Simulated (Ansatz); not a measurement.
# ZrO2: substituted relatives

The task here is to estimate one member of a computed series from the others.

Computed with Ansatz 0.2.0 (DFT r2SCAN, scalar-relativistic, plane waves, PAW, unless a step's input says otherwise).

1 further run of the same task is left out (set aside as unsound or not needed).

**Starting point**

The structure is tetragonal, space group P4_2/nmc (No. 137). The conventional cell has a = 3.601 Å, b = 3.601 Å, c = 5.228 Å, α = 90.00°, β = 90.00°, γ = 90.00°. Zr (site symmetry -4m2) has 4 O at 2.07 Å as nearest neighbours. O (site symmetry 2mm) has 2 Zr at 2.07 Å as nearest neighbours.

Coordinates:

```
CELL_PARAMETERS angstrom
3.60135 0.00000 0.00000
0.00000 3.60135 0.00000
0.00000 0.00000 5.22797
ATOMIC_POSITIONS crystal
Zr 0.00000 0.00000 0.00000
Zr 0.50000 0.50000 0.50000
O 0.00000 0.50000 0.30321
O 0.00000 0.50000 0.80321
O 0.50000 0.00000 0.69679
O 0.50000 0.00000 0.19679
```

It goes back to an entry of the Materials Project, which need not be the stable form.

It is the result of an earlier relaxation at this level (volume 11.30 Å³/atom; gap on the mesh: 4.62 eV).

The first run:

Input file input.yaml:

```yaml
crystal:
  lattice:
    - [3.6013519683, 0.0, 0.0]
    - [0.0, 3.6013519683, 0.0]
    - [0.0, 0.0, 5.2279684216]
  atoms:
    - { symbol: Hf, position: [0.0, 0.0, 0.0] }
    - { symbol: Hf, position: [0.5, 0.5, 0.5] }
    - { symbol: O, position: [0.0, 0.5, 0.3032141976] }
    - { symbol: O, position: [0.0, 0.5, 0.8032141976] }
    - { symbol: O, position: [0.5, 0.0, 0.6967858024] }
    - { symbol: O, position: [0.5, 0.0, 0.1967858024] }
basis:
  ecutwfc: 500
kpoints:
  mp_grid: { grid: [6, 6, 4] }
hamiltonian:
  xc: r2scan
scf:
  occupations: { method: gaussian, width: 0.1 }
output:
  forces: true
  stress: true
  eigenvalues: true
```

Command:

```sh
$ ansatz run input.yaml --threads 1 --pin off --max-ram 2560MiB --backend cpu --events-out ev --progress --plain --runs-dir out
```

Among the steps run: Quick check of gap, pressure and forces (HfO2); The relaxation (HfO2); Band edges over the zone (HfO2); A first look at the start (TiTe2); A loose first relaxation (TiTe2); Full relaxation (TiTe2).

One of the session's tables, all rows but one given; the rest of the session is left out.

Lengths are those of the vectors of the cell that was run:

```
           swap  volume (Å³/atom)  a (Å)  b (Å)  c (Å)  ΔH_f (eV/atom)
           none             11.30  3.601  3.601  5.228          -3.720
        Zr → Pb             13.05  3.724  3.724  5.646          -0.911
          O → N             11.22  4.079  4.079  4.047          -0.633
        Zr → Hf                 ?      ?      ?      ?               ?
O → Te, Zr → Ti             27.52  4.847  4.847  7.029          -0.418
```

Q: Estimate the row for Zr → Hf from the others.

As computed: volume (Å³/atom): 11.09; a (Å): 3.577; b (Å): 3.577; c (Å): 5.203; ΔH_f (eV/atom): -3.754. In the column «volume (Å³/atom)» it is the lowest.

Lengths are those of the computed cell. Rows of earlier swaps come from the sessions before.
